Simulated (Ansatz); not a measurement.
**Ca in Ansatz: convergence with smearing width**

Ca:

```
Ca
1.0
    -2.24000    2.24000    2.24000
     2.24000   -2.24000    2.24000
     2.24000    2.24000   -2.24000
Ca
1
Direct
  0.00000 0.00000 0.00000
```

This isn't the form of Ca at room conditions, which is fcc.

- Program: Ansatz 0.2.0
- Task: convergence study
- Functional: PBE
- Potentials or basis: Ansatz PAW
- Cutoff: 420 eV (not typed: the program's choice for these potentials)
- k mesh: 7 × 7 × 7
- Occupations: gaussian, width 0.3 eV
- Spin: no spin polarisation

These are the settings of the first run; the series varies smearing width, with any setting tied to it.

Hardware: 2 threads of Intel(R) Xeon(R) Processor @ 2.50GHz (Skylake/Cascade Lake) (shared host).

Task: The values tried are 0.3 eV, 0.2 eV, 0.15 eV, 0.1 eV, 0.05 eV, 0.025 eV, 0.01 eV, 0.005 eV, loosest first. From which on does the pressure stay within 0.1 GPa of the tightest run that finished?

Result: From 0.1 eV on.

```csv
smearing width,"energy less the tightest run, at zero smearing (meV/atom)",pressure (GPa),SCF cycles,CPU time (s),peak memory (GiB)
0.3 eV,-7.09,-0.98,6,1.5,0.28
0.2 eV,-4.61,-0.96,6,1.4,0.28
0.15 eV,-2.83,-0.95,6,1.4,0.28
0.1 eV,-0.98,-0.92,6,1.4,0.28
0.05 eV,0.22,-0.89,6,1.4,0.28
0.025 eV,-0.06,-0.85,6,1.6,0.28
0.01 eV,-0.04,-0.84,6,1.5,0.28
0.005 eV,0.00,-0.84,6,1.4,0.28
```

Against the tightest run, the energy stays within 1 meV/atom from 0.1 eV on. Narrower smearing needs a denser k mesh, so at a fixed mesh the narrowest width isn't the most accurate. The tightest run that finished is the yardstick and may itself not be fully converged.

Caveat, for the tightest run too: the cell was measured hot, at 740 K.
